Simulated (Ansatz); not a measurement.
CoSi$_{2}$: zone-centre modes

Method: DFT PBEsol, scalar-relativistic, plane waves, PAW (Ansatz). The runs took a 420 eV cutoff, a Γ-centred 16×16×16 mesh and Gaussian smearing (0.15 eV). No spin polarisation. A magnetic state may lie lower.

The undisturbed cell (relaxed at this level):

```
Co Si
1.0
     0.00000    2.65625    2.65625
     2.65625    0.00000    2.65625
     2.65625    2.65625    0.00000
Co Si
1 2
Direct
  0.00000 0.00000 0.00000
  0.25000 0.25000 0.25000
  0.75000 0.75000 0.75000
```

Harmonic modes by finite displacements of 0.02 Å, without the LO–TO term.

Problem. At this geometry, is the structure stable against these modes?

Solution. Yes: no mode is imaginary beyond 10 cm⁻¹, and only the three translations lie near zero.

Problem. List the wavenumbers in cm⁻¹.

Solution. 0, 0, 0, 341, 341, 341, 343, 343, 343.

Cost: 1 run of about 0.48 core-minutes, on Intel Xeon 6975P-C (Granite Rapids) (shared hosts).